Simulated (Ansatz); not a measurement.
# What a trial cell of GaAs relaxes into

Computed with DFT PBE, scalar-relativistic, plane waves, PAW in Ansatz 0.2.0. Cutoff 420 eV, Gaussian smearing, Γ-centred meshes. Cell and atoms relax first on a coarse mesh and then on a finer one. In between, the cell is made exact in the group found at 0.06 Å. In metals the finer mesh still leaves noise of several meV/atom or more. The steps can't lower the symmetry of their start. No spin polarisation.

The cell of GaAs is invented: 4-connected net, two elements alternating (Pmmn, No. 59). The dimensions are guesses.

```cif
data_structure
_symmetry_space_group_name_H-M 'Pmmn:1'
_symmetry_Int_Tables_number 59
_cell_length_a 3.9187
_cell_length_b 12.2173
_cell_length_c 5.6900
_cell_angle_alpha 90.000
_cell_angle_beta 90.000
_cell_angle_gamma 90.000
_cell_volume 272.41
loop_
_atom_site_label
_atom_site_type_symbol
_atom_site_symmetry_multiplicity
_atom_site_Wyckoff_symbol
_atom_site_fract_x
_atom_site_fract_y
_atom_site_fract_z
_atom_site_occupancy
Ga1 Ga 4 e 0.00000 0.65231 0.11960 1
Ga2 Ga 2 a 0.00000 0.00000 0.38106 1
As1 As 4 e 0.50000 0.65231 0.88040 1
As2 As 2 b 0.50000 0.00000 0.61894 1
```

The zero of energy is the elements' standard structures at the same level; no fitted shifts are applied.

Question: Where does the relaxation end?

Answer: The symmetry stays Pmmn (No. 59). The volume per atom grows by 15.3 %, from 22.7 to 26.2 Å³. The shortest distance goes from 2.38 Å (Ga–As) to 2.48 Å (Ga–As). The energy falls by about 0.13 eV/atom (the start's value is from the coarse mesh). Conventional cell: a = 4.071 Å, b = 12.431 Å, c = 6.204 Å. Around Ga on a site of symmetry m lie 4 As at 2.48–2.55 Å; around Ga on a site of symmetry mm2 lie 4 As at 2.48–2.49 Å; As on a site of symmetry m is surrounded by 4 Ga at 2.49–2.55 Å; As on a site of symmetry mm2 is surrounded by 4 Ga at 2.48 Å.

```cif
data_structure
_symmetry_space_group_name_H-M 'Pmmn:1'
_symmetry_Int_Tables_number 59
_cell_length_a 4.0712
_cell_length_b 12.4306
_cell_length_c 6.2042
_cell_angle_alpha 90.000
_cell_angle_beta 90.000
_cell_angle_gamma 90.000
_cell_volume 313.98
loop_
_atom_site_label
_atom_site_type_symbol
_atom_site_symmetry_multiplicity
_atom_site_Wyckoff_symbol
_atom_site_fract_x
_atom_site_fract_y
_atom_site_fract_z
_atom_site_occupancy
Ga1 Ga 4 e 0.00000 0.64573 0.09637 1
Ga2 Ga 2 a 0.00000 0.00000 0.40340 1
As1 As 4 e 0.50000 0.65031 0.86235 1
As2 As 2 b 0.50000 0.00000 0.63111 1
```

Question: Give its energy and gap.

Answer: The energy over the elements is −0.23 eV/atom and the gap on the 10×4×6 mesh of the 12-atom cell is 0.02 eV by band count, less than the smearing, so the run treats it as a metal.

A negative formation energy is needed for stability but isn't enough: competing phases decide.

The last run used Gaussian smearing of 0.10 eV. The reference form of As is held partly by dispersion forces, which this level lacks. A structure relaxed within its symmetry needn't be a true minimum. In all, the 3 runs took 20 min on 1 thread of Arm Neoverse V1 (shared host).
